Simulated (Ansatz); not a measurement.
BaTe: one input, then a changed one

The cell is COD entry 1010423, as deposited and not checked against the literature; nothing was relaxed. It is an old determination, and later ones may differ.

First run: DFT, PBE, all-electron LAPW, Dirac equation with spin-orbit coupling (Ansatz 0.2.0).

Command: `ansatz run input.yaml --threads 1 --pin off --max-ram 2048MiB --backend cpu --events-out ev --progress --plain --runs-dir out` The run took 2.9 min on 1 thread of Arm Neoverse V2, with other jobs on the host, peak memory 0.64 GiB.

```yaml
crystal:
  lattice:
    - [0.0, 3.41, 3.41]
    - [3.41, 0.0, 3.41]
    - [3.41, 3.41, 0.0]
  atoms:
    - { symbol: Ba, position: [0.0, 0.0, 0.0] }
    - { symbol: Te, position: [0.5, 0.5, 0.5] }
kpoints:
  mp_grid: { grid: [10, 10, 10] }
  band_path:
    path:
      - [0.0, 0.0, 0.0]
      - [0.5, 0.0, 0.5]
      - [0.625, 0.25, 0.625]
      - [0.375, 0.375, 0.75]
      - [0.0, 0.0, 0.0]
      - [0.5, 0.5, 0.5]
      - [0.5, 0.25, 0.75]
      - [0.5, 0.0, 0.5]
    npoints: 5
scf:
  occupations: { method: fermi_dirac, width: 0.05 }
hamiltonian:
  xc: pbe
  pseudopotentials: { kind: all_electron, lapw: { basis_error: 0.00025 } }
output:
  forces: true
  stress: true
  eigenvalues: true
magnetization:
  noncollinear: true
  spin_orbit: true
```

Result: converged; pressure 3.79 GPa; gap on the k mesh 1.15 eV; 7 SCF iterations.

A second input differs as follows:

```diff
@@ -22,4 +22,6 @@
 scf:
   occupations: { method: fermi_dirac, width: 0.05 }
+  mixing: { algorithm: anderson, beta: 0.005, ndim: 1 }
+  max_iter: 80
 hamiltonian:
   xc: pbe
```

Does the change harm the result?

Not here: the run converged; energy at zero smearing 0.0 meV/atom from the first run; pressure 3.79 GPa; gap on the k mesh 1.15 eV; 37 SCF iterations, so the odd setting did no harm in this case.
